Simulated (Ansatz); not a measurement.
# LiSi4: the cost of one run

Method: DFT PBE, scalar-relativistic, plane waves, PAW, in Ansatz 0.2.0.

3 further runs of the same task are left out: 3 that didn't finish.

**1. The starting structure**

Symmetry: C2/m, No. 12, monoclinic system. Conventional cell: a = 8.149 Å, b = 6.186 Å, c = 3.781 Å, α = 90.00°, β = 111.97°, γ = 90.00°. Around Li (site symmetry 2/m) lie 12 Si at 2.79 to 3.08 Å. Si (site symmetry 1) is surrounded by 4 Si at 2.37 to 2.55 Å and 3 Li at 2.79 to 3.08 Å.

As a file:

```xyz
5
Lattice="4.0747 -3.0928 -0.0021 4.0747 3.0928 -0.0021 -1.4126 0.0000 3.5076" Properties=species:S:1:pos:R:3 pbc="T T T"
Li   -0.7063    0.0000    1.7538
Si    5.1776   -1.1900    0.6352
Si    1.5591    1.1900    2.8680
Si    1.5591   -1.1900    2.8680
Si    5.1776    1.1900    0.6352
```

The cell was relaxed beforehand at this level, from a generated guess; it is a trial structure. At a tolerance of 0.05 Å it has space group C2/m (No. 12); it has 17.68 Å³/atom, an uncorrected energy of +0.03 eV/atom over the elements and, on its mesh, gap none (metal).

**2. Point at V/V0 = 0.97**

The input, input.yaml:

```yaml
crystal:
  lattice:
    - [4.0335007637, -3.0615490829, -0.0021226818]
    - [4.0335007637, 3.0615490829, -0.0021226818]
    - [-1.3983061843, 0.0, 3.4721313121]
  atoms:
    - { symbol: Li, position: [0.0, 0.0, 0.5] }
    - { symbol: Si, position: [0.8592703067, 0.4744892747, 0.1819173271] }
    - { symbol: Si, position: [0.1407296933, 0.5255107253, 0.8180826729] }
    - { symbol: Si, position: [0.5255107253, 0.1407296933, 0.8180826729] }
    - { symbol: Si, position: [0.4744892747, 0.8592703067, 0.1819173271] }
basis:
  ecutwfc: 420
kpoints:
  mp_grid: { grid: [8, 8, 10] }
hamiltonian:
  xc: pbe
scf:
  occupations: { method: gaussian, width: 0.1 }
output:
  forces: true
  stress: true
  eigenvalues: true
relax:
  adjacent_minimum: "off"
  f_tol: 0.01
  max_steps: 30
  cell: { stress_tol: 0.1, fix: [volume] }
```

Command:

```
$ ansatz run input.yaml --threads 1 --pin off --max-ram 2560MiB --backend cpu --events-out ev --progress --plain --runs-dir out
```

Q: Estimate wall time and peak memory on 1 thread of Arm Neoverse V2, shared host.

About 47 s, with a peak of 0.5 GiB.
